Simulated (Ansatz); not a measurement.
## Phase order of CdSe along its cold isotherm

All-electron LAPW in Ansatz 0.2.0 under PBE, scalar-relativistic, energies extrapolated to zero smearing. Each structure type was compressed from its own relaxed volume, symmetry kept and shape relaxed on PAW files, and E(V) was fitted to energies and pressures; H = E + pV has no temperature or zero-point term. Only these types were tried: CsCl (Pm-3m, 12×12×12 mesh, 22.49 Å³/atom at rest); zincblende (F-43m, 11×11×11 mesh, 29.74 Å³/atom at rest); rocksalt (Fm-3m, 14×14×14 mesh, 23.62 Å³/atom at rest). Spin polarisation is left out. Spin–orbit coupling is left out; Fermi–Dirac smearing is 0.05 to 0.1 eV. Enthalpies carry a few meV/atom of noise from meshes and fits.

Task: Which type is lowest at zero pressure, and what follows up to 110 GPa?

Result: Among the types tried, zincblende is lowest at zero pressure; rocksalt takes over from zincblende near 4.2 GPa, with a volume step of -19.2 %; CsCl takes over from rocksalt near 78 GPa, with a volume step of -5.4 %. Enthalpies against zincblende:

| p (GPa) | CsCl (meV/atom) | zincblende (meV/atom) | rocksalt (meV/atom) |
| --- | --- | --- | --- |
| 0 | 603 | 0 | 147 |
| 3.2 | 465 | 0 | 31 |
| 8.6 | 259 | 0 | -139 |
| 16 | 7 | 0 | -343 |
| 32 | -466 | 0 | -719 |
| 54 | -1024 | 0 | -1153 |
| 81 | -1626 | 0 | -1613 |
| 100 | -2013 | 0 | -1905 |
